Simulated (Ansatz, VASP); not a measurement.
# TaN in VASP and in Ansatz

The input INCAR:

```
SYSTEM = TaN
PREC = Accurate
ENCUT = 600
EDIFF = 1E-6
ISMEAR = 0
SIGMA = 0.1
LREAL = .False.
LASPH = .True.
NELM = 80
ALGO = Normal
ISIF = 3
LWAVE = .False.
LCHARG = .False.
GGA = PE
IVDW = 12
IBRION = 2
NSW = 100
EDIFFG = -0.005
```

File KPOINTS:

```
Automatic mesh
0
Gamma
  16 16 16
  0 0 0
```

File POSCAR:

```
TaN
1.0
    0.0000000000      2.1790000000      2.1790000000
    2.1790000000      0.0000000000      2.1790000000
    2.1790000000      2.1790000000      0.0000000000
Ta N
1 1
Direct
    0.5000000000      0.5000000000      0.5000000000
    0.0000000000      0.0000000000      0.0000000000
```

Input for Ansatz:

```yaml
crystal:
  lattice:
    - [0.0, 2.179, 2.179]
    - [2.179, 0.0, 2.179]
    - [2.179, 2.179, 0.0]
  atoms:
    - { symbol: Ta, position: [0.5, 0.5, 0.5] }
    - { symbol: "N", position: [0.0, 0.0, 0.0] }
basis:
  ecutwfc: 420
kpoints:
  mp_grid: { grid: [16, 16, 16] }
hamiltonian:
  xc: pbe
  dispersion: d3bj
scf:
  occupations: { method: gaussian, width: 0.1 }
output:
  forces: true
  stress: true
  eigenvalues: true
  write_density: true
  write_potential: true
  elf: true
  volumetric_format: npy
relax:
  adjacent_minimum: "off"
  f_tol: 0.005
  max_steps: 80
  cell: { stress_tol: 0.05 }
```

Alike in both runs: task relaxation of cell and atoms; functional PBE; dispersion D3(BJ); k mesh 16 × 16 × 16; occupations gaussian, width 0.1 eV; no spin polarisation.

|  | VASP | Ansatz |
| --- | --- | --- |
| version | VASP 6.6.1 | Ansatz 0.2.0 |
| potentials or method | VASP PAW PBE potentials, release 64 (Ta_pv, N) | scalar-relativistic, plane waves, PAW |
| plane-wave cutoff (eV) | 600 | 420 |
| valence electrons in the cell | 16 | 18 |

|  | VASP | Ansatz | Ansatz less VASP |
| --- | --- | --- | --- |
| gap on the k mesh at the Fermi level, each at its own relaxed structure (eV) | none | none | - |
| relaxed volume (Å³/atom) | 10.56 | 10.54 | -0.023 |
| relaxed cell length with the largest relative difference (Å) | 3.103 | 3.101 | -0.0022 |
| energy change over the relaxation (meV/atom) | -5 | -4 | +1.1 |

A gap of «none» marks a metal or a gap that the smearing closes. The two sets of potentials don't hold the same shells in valence.

Caveats: pairwise dispersion overbinds metals, which lowers pressure and volume. Zero-point motion and thermal expansion aren't in these numbers. Spin-orbit coupling is left out, which matters for the levels of Ta.
